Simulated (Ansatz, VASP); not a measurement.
## Two plane-wave programs on NaH

```
CELL_PARAMETERS angstrom
2.80737 0.00000 0.00000
0.00000 2.80737 0.00000
0.00000 0.00000 2.80737
ATOMIC_POSITIONS crystal
Na 0.00000 0.00000 0.00000
H 0.50000 0.50000 0.50000
```

Change from the starting cell: strain -0.050 along x and y, -0.050 along z, atoms carried along.

Alike in both runs: task single point; functional r2SCAN; k mesh 10 × 10 × 10; occupations gaussian, width 0.05 eV; no spin polarisation.

```csv
,VASP,Ansatz
version,VASP 6.6.1,Ansatz 0.2.0
potentials or method,"VASP PAW PBE potentials, release 64 (Na_pv, H)","scalar-relativistic, plane waves, PAW"
plane-wave cutoff (eV),520,500
valence electrons in the cell,8,10
```

VASP gave:

```
gap on the k mesh at the Fermi level (eV) : 1.63
least direct gap on the mesh (eV)         : 5.58
pressure (GPa)                            : 3.7
```

Problem. Estimate Ansatz's values.

Solution. gap on the k mesh at the Fermi level (eV): 1.62; least direct gap on the mesh (eV): 5.57; pressure (GPa): 4.2.

The two sets of potentials don't hold the same shells in valence.

Caveats: the PAW data sets were made with another functional, which shifts forces and pressure a little (VASP). A k mesh can miss the band edges.
